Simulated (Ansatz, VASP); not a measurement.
## AlN in VASP and in Ansatz

Contents of INCAR:

```
SYSTEM = AlN
PREC = Accurate
ENCUT = 520
EDIFF = 1E-7
ISMEAR = 0
SIGMA = 0.1
LREAL = .FALSE.
LASPH = .TRUE.
NELM = 100
ALGO = Normal
ISIF = 2
LWAVE = .FALSE.
LCHARG = .FALSE.
GGA = PE
NBANDS = 16
```

The input KPOINTS:

```
regular mesh
0
G
  6 6 4
  0 0 0
```

The input POSCAR:

```
AlN
1.0
    3.1110021516      0.0000000000      0.0000000000
   -1.5555010758      2.6942068945      0.0000000000
    0.0000000000      0.0000000000      4.9780000000
Al N
2 2
Direct
    0.3333333333      0.6666666667      0.0000000000
    0.6666666667      0.3333333333      0.5000000000
    0.3333333333      0.6666666667      0.3850000000
    0.6666666667      0.3333333333      0.8850000000
```

Input for Ansatz:

```yaml
crystal:
  lattice:
    - [3.1110021516, 0.0, 0.0]
    - [-1.5555010758, 2.6942068945, 0.0]
    - [0.0, 0.0, 4.978]
  atoms:
    - { symbol: Al, position: [0.3333333333, 0.6666666667, 0.0] }
    - { symbol: Al, position: [0.6666666667, 0.3333333333, 0.5] }
    - { symbol: "N", position: [0.3333333333, 0.6666666667, 0.385] }
    - { symbol: "N", position: [0.6666666667, 0.3333333333, 0.885] }
basis:
  ecutwfc: 420
kpoints:
  mp_grid: { grid: [6, 6, 4] }
hamiltonian:
  xc: pbe
scf:
  occupations: { method: gaussian, width: 0.1 }
output:
  forces: true
  stress: true
  eigenvalues: true
```

Alike in both runs: task single point; functional PBE; k mesh 6 × 6 × 4; occupations gaussian, width 0.1 eV; no spin polarisation.

```csv
,VASP,Ansatz
version,VASP 6.6.1,Ansatz 0.2.0
potentials or method,"VASP PAW PBE potentials, release 64 (Al, N)","scalar-relativistic, plane waves, PAW"
plane-wave cutoff (eV),520,420
valence electrons in the cell,16,16
```

|  | VASP | Ansatz | Ansatz less VASP |
| --- | --- | --- | --- |
| gap on the k mesh at the Fermi level (eV) | 4.16 | 4.15 | -0.011 |
| least direct gap on the mesh (eV) | 4.16 | 4.15 | -0.011 |
| pressure (GPa) | 3.8 | 4.0 | +0.26 |
| largest component of the traceless stress (GPa) | 1.22 | 1.25 | +0.034 |
| rms of the force components (eV/Å) | 0.104 | 0.103 | -0.0007 |

Atom by atom the forces differ by 0.001 eV/Å (rms over components). The functional is the same, so the differences come from potentials, cutoffs and numerics.

Expect the measured gap to be larger: semilocal functionals such as PBE lack the derivative discontinuity.
